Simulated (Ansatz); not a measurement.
A plane-wave DFT run in Ansatz 0.2.0 (scalar-relativistic PAW potentials unless the input names others): input and command.

```yaml
crystal:
  lattice:
    - [0.0, 2.77202316, 2.77202316]
    - [2.77202316, 0.0, 2.77202316]
    - [2.77202316, 2.77202316, 0.0]
  atoms:
    - { symbol: Zn, position: [0.0, 0.0, 0.0] }
    - { symbol: Se, position: [0.75, 0.75, 0.75] }
basis:
  ecutwfc: 420
kpoints:
  mp_grid: { grid: [3, 3, 3] }
hamiltonian:
  xc: pbesol
scf:
  occupations: { method: gaussian, width: 0.02 }
output:
  forces: true
  eigenvalues: true
  stress: true
```

```bash
ansatz run input.yaml --threads 1 --pin off --max-ram 1331MiB --backend cpu --events-out ev --progress --plain --runs-dir out
```

Abridged log:
```
Pseudopotentials: kind: paw
Pseudopotential: Zn, paw, valence charge 12, recommended cutoff 420 eV (normal)
Pseudopotential: Se, paw, valence charge 16, recommended cutoff 420 eV (normal)
Functional definition: PBEsol
Crystal: 2 atoms, lattice volume = 42.601 Å³
Basis set: ecut = 420 eV, 869 PW (Γ), exchange–correlation on 54×54×54 points (8 copies of the dense FFT grid, shifted against one another)
Bands: 18, of which v1, the nominal top of the filled ones, is band 14 counted from 1 (13 counted from 0)
Symmetry: 24 space group operations
Space group: F-43m (ITA 216), of the structure as read, at distance tolerance 3.5e-5 Å
k-points: 4 of 27 (time reversal used)
Initial density: superposition of atomic densities (neutral atoms: chi_scale 0, normalization atom), corrected by the library's trained network
Initial wavefunctions: pseudopotential atomic-orbital guess
Functional: x = pbesol(κ = 0.804, μ = 0.12345679), c = pbesol(β = 0.046)
SCF iter   1: F=—  HF=-8706.113931 eV  |F-HF|=—  |Δ(HF+E_count)|=         —  Δρ=3.03e-3  dr2=4.64e-3  ethr=1.77e-3  ⟨swp⟩=5.8  Hψ=375  notcnv=0
SCF iter   2: F=—  HF=-8706.112746 eV  |F-HF|=—  |Δ(HF+E_count)|=   1.18e-3  Δρ=1.86e-3  dr2=9.67e-4  ethr=1.66e-5  ⟨swp⟩=2.2  Hψ=165  notcnv=0
SCF iter   3: F=—  HF=-8706.112277 eV  |F-HF|=—  |Δ(HF+E_count)|=   4.69e-4  Δρ=4.88e-4  dr2=9.67e-5  ethr=3.45e-6  ⟨swp⟩=2.0  Hψ=120  notcnv=0
SCF iter   4: F=—  HF=-8706.112280 eV  |F-HF|=—  |Δ(HF+E_count)|=   2.42e-6  Δρ=1.37e-4  dr2=8.68e-6  ethr=3.45e-7  ⟨swp⟩=2.0  Hψ=120  notcnv=0
SCF iter   5: F=—  HF=-8706.112284 eV  |F-HF|=—  |Δ(HF+E_count)|=   4.18e-6  Δρ=4.53e-5  dr2=7.57e-7  ethr=3.10e-8  ⟨swp⟩=2.2  Hψ=113  notcnv=0
SCF iter   6: F=-8706.112285 eV  HF=-8706.112285 eV  |F-HF|=2.40e-8  |Δ(HF+E_count)|=   1.15e-6  Δρ=8.44e-6  dr2=2.24e-8  ethr=3.57e-10  ⟨swp⟩=6.0  Hψ=352  notcnv=0
SCF 1 converged in 6 iterations: F = -8706.112285 eV  dr2 = 2.24e-8
SCF converged after 6 iterations
Free energy (F): -8706.112285 eV
Harris-Foulkes:  -8706.112285 eV  (|F-HF|=2.40e-8)
Internal energy: -8706.112285 eV  (E = F + TS)
E sigma→0 (E₀):  -8706.112285 eV
Fermi energy:    8.383655 eV
--- Forces (eV/Å), atoms counted from 1 ---
  atom   1  Zn     0.00000000     0.00000000     0.00000000
  atom   2  Se     0.00000000     0.00000000     0.00000000
--- Stress (GPa, compression-positive) ---
        5.098835       0.000000       0.000000
        0.000000       5.098835       0.000000
        0.000000       0.000000       5.098835
  P = ⅓ Tr σ = 5.0988 GPa (50.988 kbar)
```

Apart from outputs and empty bands, the input differs from a reference run on usual settings in kpoints.mp_grid.grid: [8, 8, 8] → [3, 3, 3]. The reference, at the same geometry (not necessarily relaxed), gave pressure 3.49 GPa, largest force 0.000 eV/Å, gap on the mesh 1.43 eV. This run converged in 6 SCF iterations (reference: 6) with an energy at zero smearing 160 meV/atom above the reference's, pressure 5.10 GPa, largest force 0.000 eV/Å, gap on the mesh 1.39 eV. Its k mesh is looser than usual, and the result moved.